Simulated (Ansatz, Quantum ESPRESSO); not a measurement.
# Screening and band shifts of honeycomb BAs, 2 layers, AB stacking, part 4 of 6

How does honeycomb BAs, 2 layers, AB stacking respond to a gate-like field without added charge?

Quantum ESPRESSO 7.5; plane-wave DFT, PBEsol, GBRV ultrasoft pseudopotentials; geometry and cross-check by Ansatz 0.2.0 with PAW datasets.

So far. Step 6 (Self-consistent run: field 0.1 V/Å): The dipole goes from -0.0058 to 0.0265 e Å, 0.3229 e Å per V/Å. Step 7 (Potential by pp.x): The slope in the vacuum is 0.100 eV/Å for an applied 0.10 V/Å, as it should be.

### 8. Self-consistent run: field 0.2 V/Å

Input file f2.in:

```
&control
  prefix = 'f2'
  outdir = './out'
  pseudo_dir = './pseudo'
  calculation = 'scf'
  tprnfor = .true.
  tefield = .true.
  dipfield = .true.
/
&system
  ibrav = 0
  nat = 4
  ntyp = 2
  ecutwfc = 40
  ecutrho = 200
  occupations = 'smearing'
  smearing = 'fd'
  degauss = 0.004
  edir = 3
  emaxpos = 0.97
  eopreg = 0.04
  eamp = 0.00388938
/
&electrons
  conv_thr = 1e-09
  mixing_beta = 0.4
  electron_maxstep = 120
  mixing_mode = 'plain'
  startingpot = 'file'
/
ATOMIC_SPECIES
  As  74.9216  as_pbesol_v1.uspp.F.UPF
  B   10.8100  b_pbesol_v1.4.uspp.F.UPF
CELL_PARAMETERS angstrom
  3.37058436922509 -0.00000000000000 0.00000000000000
  -1.68529218461255 2.91901168934768 0.00000000000000
  0.00000000000000 0.00000000000000 20.30000000000000
ATOMIC_POSITIONS crystal
  As  0.666666666667 0.333333333333 0.411854300356
  B   0.333333333333 0.666666666667 0.409337096302
  As  0.000000000000 -0.000000000000 0.590598104831
  B   0.666666666667 0.333333333333 0.588210498510
K_POINTS automatic
  12 12 1 0 0 0
```

The run is started by

```bash
$ cp -r out/f0.save out/f2.save
$ OMP_NUM_THREADS=1 mpirun -n 4 pw.x -nk 4 -in f2.in > f2.out
```

Log:

```text
[banner, memory and clock lines left out]
Program PWSCF v.7.5 starts
[...]
number of electrons       =        16.00
     number of Kohn-Sham states=           12
     kinetic-energy cutoff     =      40.0000  Ry
     charge density cutoff     =     200.0000  Ry
[...]
number of k points=    74  Fermi-Dirac smearing, width (Ry)=  0.0040
[...]
Dense  grid:    64499 G-vectors     FFT dimensions: (  30,  30, 180)
[...]
The initial density is read from file :
[...]
negative rho (up, down):  2.177E-04 0.000E+00
[...]
Starting wfcs are   16 randomized atomic wfcs
[...]
negative rho (up, down):  2.168E-04 0.000E+00
[...]
estimated scf accuracy    <       0.01874954 Ry
[...]
negative rho (up, down):  2.170E-04 0.000E+00
[...]
estimated scf accuracy    <       0.05201126 Ry
[...]
negative rho (up, down):  2.171E-04 0.000E+00
[...]
estimated scf accuracy    <       0.00016986 Ry
[...]
negative rho (up, down):  2.172E-04 0.000E+00
[...]
estimated scf accuracy    <       0.00003230 Ry
[...]
negative rho (up, down):  2.174E-04 0.000E+00
[...]
estimated scf accuracy    <       0.00000461 Ry
[...]
negative rho (up, down):  2.174E-04 0.000E+00
[...]
estimated scf accuracy    <       0.00000028 Ry
[...]
negative rho (up, down):  2.174E-04 0.000E+00
[...]
estimated scf accuracy    <       0.00000020 Ry
[...]
negative rho (up, down):  2.174E-04 0.000E+00
[...]
estimated scf accuracy    <       0.00000003 Ry
[...]
negative rho (up, down):  2.174E-04 0.000E+00
[...]
estimated scf accuracy    <       0.00000003 Ry
[...]
negative rho (up, down):  2.174E-04 0.000E+00
[...]
estimated scf accuracy    <          4.8E-09 Ry
[...]
negative rho (up, down):  2.174E-04 0.000E+00
[...]
Computed dipole along edir(3) :
        Dipole                0.1111 Ry au,          0.2823 Debye
        Dipole field          0.0010 Ry au,
        E field amplitude [Ha a.u.]:  3.8894E-03
        Potential amp.        0.2102 Ry
        Total length         36.8270 bohr
[...]
the Fermi energy is    -1.0505 ev
!    total energy              =     -92.54787767 Ry
     estimated scf accuracy    <          3.5E-10 Ry
     smearing contrib. (-TS)   =      -0.00001112 Ry
     internal energy E=F+TS    =     -92.54786654 Ry
[...]
one-electron contribution =    -263.64611474 Ry
     hartree contribution      =     135.19232664 Ry
     xc contribution           =     -68.33262253 Ry
     ewald contribution        =     104.23929300 Ry
     electric field correction =      -0.00074891 Ry
     convergence has been achieved in  11 iterations
     negative rho (up, down):  2.174E-04 0.000E+00
[...]
Total force =     0.001457     Total SCF correction =     0.000052
[...]
```

Run time: 33 s. Hardware: 4 MPI ranks of Arm Neoverse V1, shared host; peak memory 0.41 GiB.

Numbers from this step:

| Quantity | Value |
| --- | --- |
| free energy | -1259.1780 eV |
| energy at zero smearing | -1259.1779 eV |
| Fermi energy | -1.050 eV |
| dipole along the normal | 0.05877 e·Å |
| valence top, on the run's zero | -1.318 eV |
| conduction bottom, on the run's zero | -0.7892 eV |
| gap by band count | 0.5288 eV |

The dipole goes from -0.0058 to 0.0588 e Å, 0.3228 e Å per V/Å.

### 9. Electrostatic potential

Input file f2.pot.in:

```
&inputpp
  prefix = 'f2'
  outdir = './out'
  filplot = 'f2.pot.dat'
  plot_num = 11
/
```

The run is started by

```bash
$ OMP_NUM_THREADS=1 mpirun -n 4 pp.x -in f2.pot.in > f2.pot.out
```

Run time: 0.92 s. Hardware: 4 MPI ranks; peak memory 0.11 GiB; 3.3 s of CPU time.

Numbers from this step:

- slope of the potential above: 0.2000 eV/Å
- upper vacuum line continued to the top atoms, over the valence top: 4.779 eV
- slope of the potential below: 0.2000 eV/Å
- lower vacuum line continued to the bottom atoms, over the valence top: 5.124 eV

The slope in the vacuum is 0.200 eV/Å for an applied 0.20 V/Å, as it should be.

### 10. Bands along a path: field 0.2 V/Å

Input file f2.bands.in:

```
&control
  prefix = 'f2.bands'
  outdir = './out'
  pseudo_dir = './pseudo'
  calculation = 'bands'
  tefield = .true.
  dipfield = .true.
/
&system
  ibrav = 0
  nat = 4
  ntyp = 2
  ecutwfc = 40
  ecutrho = 200
  occupations = 'smearing'
  smearing = 'fd'
  degauss = 0.004
  edir = 3
  emaxpos = 0.97
  eopreg = 0.04
  eamp = 0.00388938
  nbnd = 14
/
&electrons
  conv_thr = 1e-07
  mixing_beta = 0.4
  electron_maxstep = 120
  mixing_mode = 'local-TF'
/
ATOMIC_SPECIES
  As  74.9216  as_pbesol_v1.uspp.F.UPF
  B   10.8100  b_pbesol_v1.4.uspp.F.UPF
CELL_PARAMETERS angstrom
  3.37058436922509 -0.00000000000000 0.00000000000000
  -1.68529218461255 2.91901168934768 0.00000000000000
  0.00000000000000 0.00000000000000 20.30000000000000
ATOMIC_POSITIONS crystal
  As  0.666666666667 0.333333333333 0.411854300356
  B   0.333333333333 0.666666666667 0.409337096302
  As  0.000000000000 -0.000000000000 0.590598104831
  B   0.666666666667 0.333333333333 0.588210498510
K_POINTS crystal_b
4
  0.0000000000 0.0000000000 0.0000000000 14
  0.5000000000 0.0000000000 0.0000000000 14
  0.3333333333 0.3333333333 0.0000000000 14
  0.0000000000 0.0000000000 0.0000000000 1
```

The run is started by

```bash
$ cp -r out/f2.save out/f2.bands.save
$ cp out/f2.xml out/f2.bands.xml
$ OMP_NUM_THREADS=1 mpirun -n 4 pw.x -nk 4 -in f2.bands.in > f2.bands.out
```

Log:

```text
[banner, memory and clock lines left out]
Program PWSCF v.7.5 starts
[citation notice left out]

[...]
bravais-lattice index     =            0
     lattice parameter (alat)  =       6.3695  a.u.
     unit-cell volume          =    1347.8255 (a.u.)^3
     number of atoms/cell      =            4
     number of atomic types    =            2
     number of electrons       =        16.00
     number of Kohn-Sham states=           14
     kinetic-energy cutoff     =      40.0000  Ry
     charge density cutoff     =     200.0000  Ry
     Exchange-correlation= SLA  PW   PSX  PSC
                           (   1   4  10   8   0   0   0)

[...]
PseudoPot. # 1 for As read from file:
     ./pseudo/as_pbesol_v1.uspp.F.UPF
     Pseudo is Ultrasoft + core correction, Zval =  5.0
     Generated by new atomic code, or converted to UPF format
     Using radial grid of  875 points,  6 beta functions with:
                l(1) =   0
                l(2) =   0
                l(3) =   1
                l(4) =   1
                l(5) =   2
                l(6) =   2
     Q(r) pseudized with  8 coefficients,  rinner =    1.300   1.300   1.300
                                                       1.300   1.300

     PseudoPot. # 2 for B  read from file:
     ./pseudo/b_pbesol_v1.4.uspp.F.UPF
     Pseudo is Ultrasoft + core correction, Zval =  3.0
     Generated by new atomic code, or converted to UPF format
     Using radial grid of  781 points,  4 beta functions with:
                l(1) =   0
                l(2) =   0
                l(3) =   1
                l(4) =   1
     Q(r) pseudized with  8 coefficients,  rinner =    1.100   1.100   1.100

     atomic species   valence    mass     pseudopotential
     As                5.00    74.92160     As( 1.00)
     B                 3.00    10.81000     B ( 1.00)

     No symmetry found

[...]
number of k points=    43  Fermi-Dirac smearing, width (Ry)=  0.0040
[...]
Dense  grid:    64499 G-vectors     FFT dimensions: (  30,  30, 180)

     Smooth grid:    45989 G-vectors     FFT dimensions: (  25,  25, 160)

     The potential is recalculated from file :
     ./out/f2.bands.save/charge-density

     negative rho (up, down):  2.174E-04 0.000E+00

     Adding external electric field

     Computed dipole along edir(3) :
        Dipole                0.1111 Ry au,          0.2823 Debye
        Dipole field          0.0010 Ry au,

        E field amplitude [Ha a.u.]:  3.8894E-03
        Potential amp.        0.2102 Ry
        Total length         36.8270 bohr

     Starting wfcs are   16 randomized atomic wfcs

     Band Structure Calculation
     Davidson diagonalization with overlap

     ethr =  6.25E-10,  avg # of iterations = 64.2

     End of band structure calculation

          k = 0.0000 0.0000 0.0000 (  5705 PWs)   bands (ev):

   -15.4432 -15.1054  -6.0737  -4.6114  -3.0075  -3.0075  -2.7738  -2.7738
     2.2296   2.4304   2.7058   3.0532   3.3211   3.3211

          k = 0.0357 0.0206 0.0000 (  5765 PWs)   bands (ev):

   -15.4252 -15.0876  -6.0532  -4.5918  -3.1360  -3.0499  -2.9006  -2.8151
     2.2527   2.4774   2.7497   3.0734   3.3579   3.4026

[...]
```

The job ended after 18 s (4 MPI ranks; peak memory 0.28 GiB).

Numbers from this step:

* conduction bottom, on the run's zero: -0.7894 eV
* gap by band count: 0.5284 eV

Band numbers count within the set of bands kept for display. The electronic bands at the labelled points (eV, zero at the highest filled level of the SCF mesh; v1 is the highest filled band, c1 the lowest empty one):

```csv
point,v4,v3,v2,v1,c1,c2,c3,c4
Γ,-1.69,-1.69,-1.46,-1.46,3.55,3.75,4.02,4.37
halfway,-3.76,-2.95,-2.70,-2.36,2.97,3.32,4.26,4.65
M,-3.79,-3.53,-1.57,-0.89,1.28,1.61,2.27,2.64
halfway,-5.11,-4.85,-1.24,-0.56,1.22,1.45,4.24,4.61
K,-6.26,-6.02,-0.53,0.00,0.53,1.15,5.99,6.44
halfway,-3.86,-3.62,-3.43,-2.05,3.72,4.34,4.60,4.77
Γ,-1.69,-1.69,-1.46,-1.46,3.55,3.75,4.02,4.37
```

Upper empty bands that drop with the field can be states of the vacuum, held by the sawtooth; they depend on the cell's width.

Along this path the valence top lies at K and the conduction bottom at K.

### 11. Ground state: field 0.3 V/Å

f3.in is the input of step 8 with these lines changed:

```diff
@@ -1,3 +1,3 @@
 &control
-  prefix = 'f2'
+  prefix = 'f3'
   outdir = './out'
@@ -21,3 +21,3 @@
   eopreg = 0.04
-  eamp = 0.00388938
+  eamp = 0.00583407
 /
```

The run is started by

```bash
$ cp -r out/f0.save out/f3.save
$ OMP_NUM_THREADS=1 mpirun -n 4 pw.x -nk 4 -in f3.in > f3.out
```

Log:

```text
[banner, memory and clock lines left out]
Program PWSCF v.7.5 starts
[...]
number of electrons       =        16.00
     number of Kohn-Sham states=           12
     kinetic-energy cutoff     =      40.0000  Ry
     charge density cutoff     =     200.0000  Ry
[...]
number of k points=    74  Fermi-Dirac smearing, width (Ry)=  0.0040
[...]
Dense  grid:    64499 G-vectors     FFT dimensions: (  30,  30, 180)
[...]
The initial density is read from file :
[...]
negative rho (up, down):  2.177E-04 0.000E+00
[...]
Starting wfcs are   16 randomized atomic wfcs
[...]
negative rho (up, down):  2.155E-04 0.000E+00
[...]
estimated scf accuracy    <       0.05117752 Ry
[...]
negative rho (up, down):  2.157E-04 0.000E+00
[...]
estimated scf accuracy    <       0.23684665 Ry
[...]
negative rho (up, down):  2.160E-04 0.000E+00
[...]
estimated scf accuracy    <       0.00028990 Ry
[...]
negative rho (up, down):  2.167E-04 0.000E+00
[...]
estimated scf accuracy    <       0.00006752 Ry
[...]
negative rho (up, down):  2.168E-04 0.000E+00
[...]
estimated scf accuracy    <       0.00000416 Ry
[...]
negative rho (up, down):  2.171E-04 0.000E+00
[...]
estimated scf accuracy    <       0.00000117 Ry
[...]
negative rho (up, down):  2.171E-04 0.000E+00
[...]
estimated scf accuracy    <       0.00000056 Ry
[...]
negative rho (up, down):  2.171E-04 0.000E+00
[...]
estimated scf accuracy    <       0.00000004 Ry
[...]
negative rho (up, down):  2.171E-04 0.000E+00
[...]
estimated scf accuracy    <       0.00000002 Ry
[...]
negative rho (up, down):  2.171E-04 0.000E+00
[...]
Computed dipole along edir(3) :
        Dipole                0.1723 Ry au,          0.4379 Debye
        Dipole field          0.0016 Ry au,
        E field amplitude [Ha a.u.]:  5.8341E-03
        Potential amp.        0.3114 Ry
        Total length         36.8270 bohr
[...]
the Fermi energy is    -1.0384 ev
!    total energy              =     -92.54842876 Ry
     estimated scf accuracy    <          3.4E-10 Ry
     smearing contrib. (-TS)   =      -0.00001664 Ry
     internal energy E=F+TS    =     -92.54841212 Ry
[...]
one-electron contribution =    -263.64393489 Ry
     hartree contribution      =     135.19037204 Ry
     xc contribution           =     -68.33240886 Ry
     ewald contribution        =     104.23929300 Ry
     electric field correction =      -0.00173340 Ry
     convergence has been achieved in  10 iterations
     negative rho (up, down):  2.171E-04 0.000E+00
[...]
Total force =     0.001539     Total SCF correction =     0.000033
[...]
```

Elapsed: 32 s, on 4 MPI ranks; peak memory 0.41 GiB; 2.1 min of CPU time.

Numbers from this step:

```
free energy                          : -1259.1855 eV
energy at zero smearing              : -1259.1854 eV
Fermi energy                         : -1.038 eV
dipole along the normal              : 0.09117 e·Å
valence top, on the run's zero       : -1.277 eV
conduction bottom, on the run's zero : -0.8047 eV
gap by band count                    : 0.4720 eV
```

The dipole goes from -0.0058 to 0.0912 e Å, 0.3232 e Å per V/Å.

### 12. Potential by pp.x

Input file f3.pot.in:

```
&inputpp
  prefix = 'f3'
  outdir = './out'
  filplot = 'f3.pot.dat'
  plot_num = 11
/
```

The run is started by

```bash
$ OMP_NUM_THREADS=1 mpirun -n 4 pp.x -in f3.pot.in > f3.pot.out
```

Wall time 0.92 s (4 MPI ranks); peak memory 0.11 GiB; 3.3 s of CPU time.

This step gave:

```
slope of the potential above                                          : 0.3000 eV/Å
upper vacuum line continued to the top atoms, over the valence top    : 4.639 eV
slope of the potential below                                          : 0.3000 eV/Å
lower vacuum line continued to the bottom atoms, over the valence top : 5.212 eV
```

The slope in the vacuum is 0.300 eV/Å for an applied 0.30 V/Å, as it should be.

Each curve counts from the valence top of its own run.

The potential energy (potential at 0 V/Å) oscillates, so the rows of the table below give means over windows of 1 Å about each position, cut where the curve ends. Its maxima inside the range that stand out by 2 % of the span (Å: eV): 8.3: 21.2, 10.2: 4.39, 12.0: 21.2. Its minima: 7.7: -3.80, 9.0: -3.21, 11.3: -3.43, 12.6: -3.03.

The runs together. The potential energy by z; means over each step:

```csv
z (Å),potential at 0 V/Å (eV),potential at 0.1 V/Å (eV),potential at 0.2 V/Å (eV),potential at 0.3 V/Å (eV)
0,4.96,4.32,3.67,3.03
1,4.96,4.31,3.66,3.02
2,4.96,4.41,3.86,3.32
3,4.96,4.51,4.06,3.62
4,4.96,4.61,4.26,3.92
5,4.95,4.70,4.46,4.21
6,4.85,4.69,4.54,4.39
7,2.94,2.86,2.78,2.71
8,8.05,7.99,7.93,7.88
9,3.47,3.42,3.37,3.32
10,3.93,3.89,3.86,3.83
11,0.554,0.543,0.533,0.522
12,12.9,12.9,12.9,12.9
13,1.07,1.08,1.09,1.10
14,4.78,4.85,4.92,4.99
15,5.05,5.21,5.37,5.53
16,5.06,5.32,5.58,5.84
17,5.06,5.42,5.78,6.14
18,5.06,5.52,5.98,6.44
19,5.06,5.62,6.18,6.74
20,5.04,5.36,5.68,6.01
```

### 13. Band structure: field 0.3 V/Å

f3.bands.in is the input of step 10 with these lines changed:

```diff
@@ -1,3 +1,3 @@
 &control
-  prefix = 'f2.bands'
+  prefix = 'f3.bands'
   outdir = './out'
@@ -20,3 +20,3 @@
   eopreg = 0.04
-  eamp = 0.00388938
+  eamp = 0.00583407
   nbnd = 14
```

The run is started by

```bash
$ cp -r out/f3.save out/f3.bands.save
$ cp out/f3.xml out/f3.bands.xml
$ OMP_NUM_THREADS=1 mpirun -n 4 pw.x -nk 4 -in f3.bands.in > f3.bands.out
```

Log:

```text
[banner, memory and clock lines left out]
Program PWSCF v.7.5 starts
[citation notice left out]

[...]
bravais-lattice index     =            0
     lattice parameter (alat)  =       6.3695  a.u.
     unit-cell volume          =    1347.8255 (a.u.)^3
     number of atoms/cell      =            4
     number of atomic types    =            2
     number of electrons       =        16.00
     number of Kohn-Sham states=           14
     kinetic-energy cutoff     =      40.0000  Ry
     charge density cutoff     =     200.0000  Ry
     Exchange-correlation= SLA  PW   PSX  PSC
                           (   1   4  10   8   0   0   0)

[...]
PseudoPot. # 1 for As read from file:
     ./pseudo/as_pbesol_v1.uspp.F.UPF
     Pseudo is Ultrasoft + core correction, Zval =  5.0
     Generated by new atomic code, or converted to UPF format
     Using radial grid of  875 points,  6 beta functions with:
                l(1) =   0
                l(2) =   0
                l(3) =   1
                l(4) =   1
                l(5) =   2
                l(6) =   2
     Q(r) pseudized with  8 coefficients,  rinner =    1.300   1.300   1.300
                                                       1.300   1.300

     PseudoPot. # 2 for B  read from file:
     ./pseudo/b_pbesol_v1.4.uspp.F.UPF
     Pseudo is Ultrasoft + core correction, Zval =  3.0
     Generated by new atomic code, or converted to UPF format
     Using radial grid of  781 points,  4 beta functions with:
                l(1) =   0
                l(2) =   0
                l(3) =   1
                l(4) =   1
     Q(r) pseudized with  8 coefficients,  rinner =    1.100   1.100   1.100

     atomic species   valence    mass     pseudopotential
     As                5.00    74.92160     As( 1.00)
     B                 3.00    10.81000     B ( 1.00)

     No symmetry found

[...]
number of k points=    43  Fermi-Dirac smearing, width (Ry)=  0.0040
[...]
Dense  grid:    64499 G-vectors     FFT dimensions: (  30,  30, 180)

     Smooth grid:    45989 G-vectors     FFT dimensions: (  25,  25, 160)

     The potential is recalculated from file :
     ./out/f3.bands.save/charge-density

     negative rho (up, down):  2.171E-04 0.000E+00

     Adding external electric field

     Computed dipole along edir(3) :
        Dipole                0.1723 Ry au,          0.4379 Debye
        Dipole field          0.0016 Ry au,

        E field amplitude [Ha a.u.]:  5.8341E-03
        Potential amp.        0.3114 Ry
        Total length         36.8270 bohr

     Starting wfcs are   16 randomized atomic wfcs

     Band Structure Calculation
     Davidson diagonalization with overlap

     ethr =  6.25E-10,  avg # of iterations = 62.3

     End of band structure calculation

          k = 0.0000 0.0000 0.0000 (  5705 PWs)   bands (ev):

   -15.4498 -15.0732  -6.0665  -4.5936  -3.0192  -3.0192  -2.7362  -2.7362
     2.0423   2.4107   2.7261   2.8663   3.3096   3.3096

          k = 0.0357 0.0206 0.0000 (  5765 PWs)   bands (ev):

   -15.4318 -15.0554  -6.0459  -4.5741  -3.1477  -3.0615  -2.8631  -2.7776
     2.0644   2.4587   2.7669   2.8912   3.3468   3.3911

[...]
```

The job ended after 18 s (4 MPI ranks; peak memory 0.28 GiB).

Read from the output:

- gap by band count: 0.4721 eV

Band numbers count within the set of bands kept for display. The electronic bands at the labelled points (eV, zero at the highest filled level of the SCF mesh; v1 is the highest filled band, c1 the lowest empty one):

```csv
point,v4,v3,v2,v1,c1,c2,c3,c4
Γ,-1.74,-1.74,-1.46,-1.46,3.32,3.69,4.00,4.14
halfway,-3.79,-3.00,-2.70,-2.38,2.92,3.31,4.21,4.44
M,-3.84,-3.53,-1.61,-0.91,1.24,1.60,2.23,2.62
halfway,-5.17,-4.86,-1.28,-0.58,1.16,1.45,4.20,4.60
K,-6.31,-6.02,-0.57,0.00,0.47,1.13,5.95,6.44
halfway,-3.92,-3.63,-3.46,-2.08,3.68,4.29,4.58,4.74
Γ,-1.74,-1.74,-1.46,-1.46,3.32,3.69,4.00,4.14
```

Upper empty bands that drop with the field can be states of the vacuum, held by the sawtooth; they depend on the cell's width.

Along this path the valence top lies at K and the conduction bottom at K.

(Continued in part 5 of 6.)

[Logs are printed without paths, hosts, clocks, repeated set-up lines and the standing remarks that a program may print on its own settings, such as how far it seeks lower states.]

[Hosts, paths, dates, database ids (printed as entryN), source tags and the programs' standing remarks are cut or masked in the printed files.]

[Maps of the electrostatic potential energy from Ansatz leave out the sawtooth potential of an applied field or a dipole correction, so their vacuum need not be flat; planar profiles and work functions include it.]
